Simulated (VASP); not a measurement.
Write the native input for VASP 6.6.1 that does the following.

```
Task                   : single point
Functional             : PBE
Potentials or basis    : VASP PAW PBE potentials, release 64 (Na_pv)
Cutoff                 : 520 eV
k mesh                 : 22 × 22 × 22
Occupations            : methfessel-paxton, width 0.1 eV
Spin                   : no spin polarisation
Further INCAR settings : ALGO = Normal; EDIFF = 1e-07
```

The structure of Na lies in POSCAR:

```
Na
1.0
   -2.1150000000      2.1150000000      2.1150000000
    2.1150000000     -2.1150000000      2.1150000000
    2.1150000000      2.1150000000     -2.1150000000
Na
1
Direct
    0.0000000000      0.0000000000      0.0000000000
```

The cell was built by a generator and needn't be a form met in nature.

One way to write it, as run:

INCAR

```
SYSTEM = Na
ALGO     = Normal         ! electronic algorithm
EDIFF    = 1E-7           ! SCF threshold, eV
ENCUT    = 520            ! plane-wave cutoff, eV
GGA      = PE             ! functional
ISIF     = 2              ! what is computed and relaxed
ISMEAR   = 1              ! smearing method
LASPH    = .True.         ! aspherical terms in the spheres
LCHARG   = .False.        ! write CHGCAR
LREAL    = .False.        ! projectors in reciprocal space
LWAVE    = .False.        ! write WAVECAR
NELM     = 60             ! most SCF steps
PREC     = Accurate       ! precision mode
SIGMA    = 0.1            ! smearing width, eV
```

KPOINTS

```
k-points
0
Gamma
  22 22 22
  0 0 0
```

Potentials or basis: VASP PAW PBE potentials, release 64 (Na_pv).

Command:

```sh
$ cat potpaw_PBE.64/Na_pv/POTCAR > POTCAR
$ mpirun -np 1 vasp_std > vasp.out
```

It gave:

```json
{
  "Pressure": "-0.2 GPa",
  "Band gap on the k mesh": "none (metal or under the smearing width)"
}
```

Wall time 67 s on 1 thread of AMD EPYC 7R13 Processor (Zen 3) (shared host), peak memory 0.18 GiB.
